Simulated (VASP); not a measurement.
WC (Qusongite): band structure with r2SCAN

Crystal: WC (Qusongite).

```
CELL_PARAMETERS angstrom
2.90650 0.00000 0.00000
-1.45325 2.51710 0.00000
0.00000 0.00000 2.83660
ATOMIC_POSITIONS crystal
W 0.00000 0.00000 0.00000
C 0.66667 0.33333 0.50000
```

```json
{"Program": "VASP 6.6.1", "Task": "band structure", "Functional": "r2SCAN", "Potentials or basis": "VASP PAW PBE potentials, release 64 (W_sv, C)", "Cutoff": "520 eV", "k mesh": "7 × 7 × 7", "Occupations": "fermi-dirac, width 0.05 eV", "Spin": "spin-orbit coupling, no magnetisation", "Further INCAR settings": "ALGO = Normal; EDIFF = 1e-07; NBANDS = 30"}
```

```yaml
Pressure: 4.4 GPa
Valence_electrons_inside_the_program's_atomic_spheres: W 12.16; C 2.44
```

Stress tensor (GPa, compression positive):
```
4.85 0.00 0.00
0.00 4.85 0.00
0.00 0.00 3.48
```

It took 35 min on 1 thread of AMD EPYC 7R43 64-Core Processor (Zen 3), with other jobs on the host, peak memory 0.24 GiB.

Caveat: the PAW data sets were made with another functional, which shifts forces and pressure a little.
